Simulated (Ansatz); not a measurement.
Wanted: the native input for an Ansatz 0.2.0 run.

| Property | Result |
| --- | --- |
| Task | single point |
| Functional | PBE |
| Potentials or basis | all-electron LAPW, scalar-relativistic |
| Cutoff | 296 eV (chosen from the basis error) |
| Basis error allowed | 0.001 eV/atom |
| k mesh | 9 × 9 × 2 |
| Occupations | fermi-dirac, width 0.05 eV |
| Spin | no spin polarisation |

Crystal: MoSe2.

```xyz
6
Lattice="3.2880 0.0000 0.0000 -1.6440 2.8475 0.0000 0.0000 0.0000 12.9000" Properties=species:S:1:pos:R:3 pbc="T T T"
Mo    1.6440    0.9492    9.6750
Mo    0.0000    1.8983    3.2250
Se    1.6440    0.9492    4.8375
Se    0.0000    1.8983   11.2875
Se    1.6440    0.9492    1.6125
Se    0.0000    1.8983    8.0625
```

These files were run (other wordings do the same):

input.yaml

```yaml
crystal:
  lattice:
    - [3.288, 0.0, 0.0]
    - [-1.644, 2.8474915276, 0.0]
    - [0.0, 0.0, 12.9]
  atoms:
    - { symbol: Mo, position: [0.6666666667, 0.3333333333, 0.75] }
    - { symbol: Mo, position: [0.3333333333, 0.6666666667, 0.25] }
    - { symbol: Se, position: [0.6666666667, 0.3333333333, 0.375] }
    - { symbol: Se, position: [0.3333333333, 0.6666666667, 0.875] }
    - { symbol: Se, position: [0.6666666667, 0.3333333333, 0.125] }
    - { symbol: Se, position: [0.3333333333, 0.6666666667, 0.625] }
kpoints:
  mp_grid: { grid: [9, 9, 2] }
scf:
  occupations: { method: fermi_dirac, width: 0.05 }
hamiltonian:
  xc: pbe
  pseudopotentials: { kind: all_electron, lapw: { basis_error: 0.001 } }
output:
  forces: true
  stress: true
  eigenvalues: true
  populations: true
```

Potentials or basis: all-electron LAPW, scalar-relativistic.

The run is started by

```sh
$ ansatz run input.yaml --threads 4 --pin off --max-ram 12288MiB --backend cpu --events-out ev --progress --plain --runs-dir out
```

It gave:

```
Pressure               : 8.0 GPa
Largest force          : 1.102 eV/Å
Band gap on the k mesh : 0.89 eV, indirect (least direct gap 1.38 eV)
```

Caveat: an odd mesh through Γ misses points on the zone boundary, where band edges often lie; the cell's inner coordinates are idealised or old, which leaves forces on the atoms; this functional lacks dispersion, which binds the layers, so the pressure and a relaxed spacing across them are unreliable.

It took 39 s on 4 threads of Intel(R) Xeon(R) Processor @ 2.50GHz (Skylake/Cascade Lake) (shared host), peak memory 0.94 GiB.
